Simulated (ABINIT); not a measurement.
Sn:

```xyz
2
Lattice="0.0000 3.2333 3.2333 3.2333 0.0000 3.2333 3.2333 3.2333 0.0000" Properties=species:S:1:pos:R:3 pbc="T T T"
Sn    4.8500    4.8500    4.8500
Sn    3.2333    3.2333    3.2333
```

This isn't the form of Sn at room conditions, which is tetragonal (white tin).

Base run:

| Quantity | Value |
| --- | --- |
| Program | ABINIT 10.8.3 (patched build) |
| Functional | PBE |
| Potentials or basis | PseudoDojo NC SR PBE v0.5 stringent |
| Cutoff | 1225 eV |
| k mesh | 5 × 5 × 5 |
| Occupations | fermi-dirac, width 0.05 eV |
| Spin | no spin polarisation |

Its results: band gap on the k mesh none (metal or under the smearing width); pressure 3.3 GPa.

Question: The run is repeated on the same cell with these changes: functional from PBE to PBEsol; potentials or basis from PseudoDojo NC SR PBE v0.5 stringent to PseudoDojo NC SR PBEsol v0.4.1 standard; cutoff from 1225 eV to 871 eV; valence electrons from 44 to 28. What comes out?

Answer: Band gap on the k mesh none (metal or under the smearing width); pressure 0.8 GPa.

Not every run made on this cell is shown here.
